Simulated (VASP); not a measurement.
Input of a VASP 6.6.1 run:

File INCAR:

```
SYSTEM = Be18H
PREC = Accurate
ENCUT = 520
EDIFF = 1E-7
ISMEAR = 0
SIGMA = 0.1
LREAL = Auto
LASPH = .True.
NELM = 100
ALGO = Fast
ISIF = 2
LWAVE = .False.
LCHARG = .True.
GGA = PS
LELF = .True.
LVHAR = .True.
NBANDS = 34
```

KPOINTS

```
Automatic mesh
0
Gamma
  6 4 1
  0 0 0
```

POSCAR

```
Be18H
1.0
    4.5800000000      0.0000000000      0.0000000000
    3.4350000000      5.9495950000      0.0000000000
    0.0000000000      0.0000000000     14.5884300000
Be H
18 1
Direct
    0.0000000000      0.0000000000      0.0685474722
    0.5000000000      0.0000000000      0.0685474722
    0.0000000420      0.3333332773      0.0685474722
    0.5000000420      0.3333332773      0.0685474722
   -0.0000000420      0.6666667227      0.0685474722
    0.4999999580      0.6666667227      0.0685474722
   -0.1634200991      0.2199228687      0.1958118865
    0.3329959699      0.2208385613      0.1904084264
   -0.1622164408      0.5528833475      0.1958754300
    0.3294005980      0.5572574268      0.1964374508
   -0.1703372550      0.8915675773      0.1945561654
    0.3345592149      0.8891516145      0.1953051151
    0.0056897801     -0.0081272759      0.3183227393
    0.5030471362     -0.0045097187      0.3208667417
   -0.0047007763      0.3350048197      0.3206074951
    0.5018706066      0.3343498171      0.3205735641
   -0.0046544768      0.6715413402      0.3203997963
    0.5005874807      0.6655436210      0.3226834553
    1.3334740861      0.2215789478      0.3767539070
```

Potentials or basis: VASP PAW PBE potentials, release 64 (Be, H).

Launch:

```sh
$ cat potpaw_PBE.64/Be/POTCAR potpaw_PBE.64/H/POTCAR > POTCAR
$ mpirun -np 1 vasp_std > vasp.out
```

Question: Predict the band gap on the k mesh.

Answer: None (metal or under the smearing width).

Question: Predict the largest force.

Answer: 0.113 eV/Å.

Forces on the atoms (eV/Å):
```
Be   0.030 -0.004  0.041
Be  -0.036 -0.035  0.037
Be   0.015  0.056 -0.017
Be  -0.012  0.080 -0.078
Be  -0.030 -0.061  0.014
Be   0.035 -0.036 -0.087
Be   0.009 -0.007  0.003
Be  -0.014 -0.001  0.000
Be  -0.001  0.002 -0.001
Be  -0.005 -0.002 -0.004
Be  -0.004  0.000  0.001
Be   0.007  0.000  0.015
Be  -0.003  0.006  0.018
Be   0.001  0.014 -0.012
Be   0.022 -0.014 -0.003
Be  -0.021 -0.019  0.023
Be  -0.015 -0.002  0.010
Be   0.019  0.021  0.025
H    0.004  0.003  0.014
```

Caveat: the PAW data sets were made with another functional, which shifts forces and pressure a little.
